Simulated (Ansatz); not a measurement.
# TaN: enthalpy under pressure, worked through

These are results of Ansatz 0.2.0, DFT PBE, scalar-relativistic, plane waves, PAW, not measurements. Settings: 420 eV cutoff, 12×12×12 k-mesh, Gaussian smearing of 0.10 eV, no spin polarisation.

Starting point, cell and atoms relaxed:

```yaml
crystal:
  lattice:
    - [5.26356, 0.00000, 0.00000]
    - [-2.63178, 4.55838, 0.00000]
    - [0.00000, 0.00000, 2.92180]
  atoms:
    - { symbol: Ta, position: [0.00000, 0.00000, 0.00000] }
    - { symbol: Ta, position: [0.33333, 0.66667, 0.50000] }
    - { symbol: Ta, position: [0.66667, 0.33333, 0.50000] }
    - { symbol: N, position: [0.50000, 0.00000, 0.00000] }
    - { symbol: N, position: [0.50000, 0.50000, 0.00000] }
    - { symbol: N, position: [0.00000, 0.50000, 0.00000] }
```

Cell and atoms were relaxed at each target pressure within the start's symmetry (P6/mmm), at zero temperature; other phases can be more stable under pressure. H = E + PV with P the target; E is the free energy at the smearing used, whose derivative the pressure is, per atom and counted from zero pressure.

Spin–orbit coupling is left out, which can shift energies with elements as heavy as these.

| P (GPa) | V (Å³/atom) | E − E0 (meV) | H − H0 (meV) |
| --- | --- | --- | --- |
| 0 | 11.684 | 0.0 | 0.0 |
| 3 | 11.562 | 1.1 | 217.6 |
| 8 | 11.370 | 7.7 | 575.4 |
| 15 | 11.128 | 25.0 | 1066.9 |
| 30 | 10.683 | 86.9 | 2087.2 |
| 60 | 9.992 | 277.6 | 4019.5 |

Problem. Thermodynamics gives dH/dP = V along a relaxed path. Integrate V over P by the trapezoid rule and compare with the computed enthalpies.

Solution. With 1 eV/Å³ = 160.22 GPa, each step adds the mean volume times ΔP / 160.22:
```
P (GPa)  ∫V dP (meV) H − H0 (meV) difference (meV)
      3        217.6         217.6               0.0
      8        575.5         575.4               0.0
     15       1066.9        1066.9               0.1
     30       2087.9        2087.2               0.7
     60       4023.5        4019.5               4.1
```

V(P) curves upward, so the trapezoid rule runs high; integrating a smooth curve through the same points puts that excess at about 4.1 meV at 60 GPa, against the 4.1 meV found.

Problem. At 60 GPa, how much of the enthalpy change is stored energy and how much is the PV term?

Solution. E rises by 278 meV/atom and PV is 60 × 9.992 / 160.22 = 3742 meV/atom, so PV makes 93 % of ΔH. So between rival structures at high pressure a small difference in volume can outweigh the difference in energy: 1 % of this volume is worth 37.4 meV/atom at this pressure.

Problem. What bulk modulus do the lowest pressures give, and how is the compression shared among the axes?

Solution. From the pressures that the runs reached, -3.00 GPa (11.815 Å³) and 3.00 GPa (11.562 Å³), B = −ΔP/Δln V = 6.00 / 0.0216 = 278 GPa, a mean over that range. The linear compressibilities −Δln(length)/ΔP are 1.52 along a, 1.52 along b, 0.55 along c (in TPa⁻¹). With fixed angles they add up to 1/B: 3.60 against 3.60. Softest: a and b, at 42 % of the volume change per axis.

This form isn't the usual stable structure of the compound.